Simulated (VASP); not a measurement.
# Settings for Mg: self-consistent run

Mg, I4/mmm (no. 139), 1 atom in the cell. MS2; PAW potentials Mg (PBE set). VASP 6.6.1.

Wanted: stress within 1 GPa.

What the run is for: stress; Accuracy asked: screening.

POSCAR:
```
Mg
1.0
   -1.8359916300      1.8359916300      1.7045950803
    1.8359916300     -1.8359916300      1.7045950803
    1.8359916300      1.8359916300     -1.7045950803
Mg
1
Direct
    0.0000000000      0.0000000000      0.0000000000
```

The series start from Plane-wave cutoff (eV): 260; Smearing width (eV): 0.03; k-point mesh: 14 × 14 × 14; Electronic threshold (eV): 1e-6; Electronic algorithm: ALGO=Normal; Use of symmetry (ISYM): defaults. Each series keeps the choices made before it, and each single choice may use up half of a tolerance.

## Plane-wave cutoff (eV)

| Plane-wave cutoff (eV) | Stress, largest deviation (GPa) | SCF iterations | Time (s) |
|---|---|---|---|
| 160 | 0.1 | 26 | 12 |
| 200 | 0.0 | 27 | 12 |
| 230 | 0.0 | 26 | 15 |
| 260 | 0.0 | 27 | 16 |
| 300 | 0.0 | 26 | 37 |
| 350 | 0.0 | 25 | 45 |
| 420 | 0.0 | 25 | 44 |
| 520 | 0.0 | 24 | 43 |
| 600 (reference) | 0.0 | 24 | 106 |

Chosen: 160, the loosest value from which every tighter one stays within half of the tolerance.

## Smearing width (eV)

| Smearing width (eV) | Stress, largest deviation (GPa) | SCF iterations | Time (s) |
|---|---|---|---|
| 0.15 | 0.2 | 17 | 8.0 |
| 0.1 | 0.1 | 25 | 11 |
| 0.07 | 0.0 | 25 | 11 |
| 0.05 | 0.1 | 26 | 12 |
| 0.03 | 0.1 | 26 | 12 |
| 0.02 (reference) | 0.0 | 26 | 12 |

Chosen: 0.15.

## k-point mesh

| k-point mesh | Stress, largest deviation (GPa) | SCF iterations | Time (s) |
|---|---|---|---|
| 5 × 5 × 5 | 0.7 | 28 | 5.5 |
| 6 × 6 × 6 | 1.9 | 25 | 5.2 |
| 8 × 8 × 8 | 0.9 | 24 | 5.8 |
| 9 × 9 × 9 | 0.1 | 24 | 6.0 |
| 12 × 12 × 12 | 0.3 | 25 | 8.9 |
| 14 × 14 × 14 | 0.0 | 17 | 8.0 |
| 17 × 17 × 17 | 0.0 | 17 | 11 |
| 21 × 21 × 21 (reference) | 0.0 | 17 | 18 |

Chosen: 9 × 9 × 9.

## Electronic threshold (eV)

| Electronic threshold (eV) | Stress, largest deviation (GPa) | SCF iterations | Time (s) |
|---|---|---|---|
| 0.001 | 0.1 | 12 | 3.1 |
| 0.0001 | 0.0 | 15 | 3.8 |
| 1e-5 | 0.0 | 15 | 3.8 |
| 1e-6 | 0.0 | 24 | 6.0 |
| 1e-7 (reference) | 0.0 | 29 | 7.2 |

Chosen: 0.001.

## Electronic algorithm

| Electronic algorithm | Stress, largest deviation (GPa) | SCF iterations | Time (s) |
|---|---|---|---|
| ALGO=Normal | 0.0 | 12 | 3.1 |
| ALGO=Fast | 0.1 | 10 | 2.8 |
| ALGO=VeryFast | 0.0 | 19 | 4.1 |
| ALGO=All ISEARCH=1 | 0.1 | 8 | 2.7 |
| ALGO=All ISEARCH=0 | 0.1 | 8 | 2.8 |
| ALGO=Damped TIME=0.4 | 0.1 | 9 | 2.6 |
| ALGO=Damped TIME=0.1 | 0.2 | 10 | 2.8 |

Chosen: ALGO=Normal; no other choice that stays within half of the tolerance saves 30 % of the time.

## Use of symmetry (ISYM)

| Use of symmetry (ISYM) | Stress, largest deviation (GPa) | SCF iterations | Time (s) |
|---|---|---|---|
| defaults | 0.0 | 12 | 3.1 |
| ISYM=1 | 0.0 | 12 | 3.1 |
| ISYM=0 | 0.0 | 12 | 7.5 |
| ISYM=-1 | 0.0 | 12 | 13 |

Chosen: defaults.

## All choices together

| Input | Stress, largest deviation (GPa) | Time (s) |
|---|---|---|
| the program's defaults (naive) | 2.9 | 0.7 |
| chosen settings | 0.1 | 3.1 |
| reference settings throughout | 0.0 | 340 |

The tolerance is met.

Values of the reference run: Stress: -0.605, 0, 0, 0, -0.605, 0, 0, 0, -0.6148 GPa.

## The input

INCAR:
```
SYSTEM = Mg
METAGGA = MS2
ISMEAR = -1
SIGMA = 0.15
LWAVE = .False.
LCHARG = .False.
ISIF = 2
PREC = Accurate
LASPH = .True.
LREAL = .False.
ALGO = Normal
EDIFF = 0.001
NELM = 120
GGA_COMPAT = .False.
ENCUT = 160
LMIXTAU = .True.
```

KPOINTS:
```
Automatic mesh
0
Gamma
  9 9 9
  0 0 0
```

Commands:
```
cat potpaw_PBE.64/Mg/POTCAR > POTCAR
mpirun -np 1 vasp_std > vasp.out
```

The chosen input took VASP 6.6.1 3.1 s on 1 core (Intel Xeon 6975P-C (Granite Rapids)), a shared host.

## An input that fails: smearing far too wide

It runs to its end, but against the unchanged starting input it is off by 2.1 GPa in the stress.

Changes against the starting input:
```
- ISMEAR = -1
- SIGMA = 0.03
- NELM = 120
+ ISMEAR = 0
+ SIGMA = 2.0
+ NELM = 56
```
